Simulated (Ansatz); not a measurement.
Crystal: SnSe.

```
Sn Se
1.0
     0.00000    3.01000    3.01000
     3.01000    0.00000    3.01000
     3.01000    3.01000    0.00000
Sn Se
1 1
Direct
  0.00000 0.00000 0.00000
  0.50000 0.50000 0.50000
```

Measurements of this composition are mostly on another form, of space group No. 62.

| Quantity | Value |
| --- | --- |
| Program | Ansatz 0.2.0 |
| Task | relaxation of cell and atoms |
| Functional | revPBE |
| Potentials or basis | all-electron LAPW, scalar-relativistic |
| Basis error allowed | 0.001 eV/atom |
| k mesh | 8 × 8 × 8 |
| Occupations | fermi-dirac, width 0.05 eV |
| Spin | no spin polarisation |

At the start: volume 27.27 Å³/atom.

**Question.** How do energy, volume and symmetry change on relaxing?

**Answer.** Over 4 steps the energy falls by 7.5 meV/atom and the volume is 28.49 Å³/atom (+4.5 %); space group Fm-3m (No. 225, to 0.05 Å).

Step by step:
```tsv
step	energy change (eV)	largest force (eV/Å)	volume (Å³)
1	0.0000	0.0000	54.54
2	-0.0131	0.0000	57.80
3	-0.0150	0.0000	56.98
4	-0.0150	0.0000	56.98
```

Final structure:
```yaml
crystal:
  lattice:
    - [0.00000, 3.05415, 3.05415]
    - [3.05415, 0.00000, 3.05415]
    - [3.05415, 3.05415, 0.00000]
  atoms:
    - { symbol: Sn, position: [0.00000, 0.00000, 0.00000] }
    - { symbol: Se, position: [0.50000, 0.50000, 0.50000] }
```
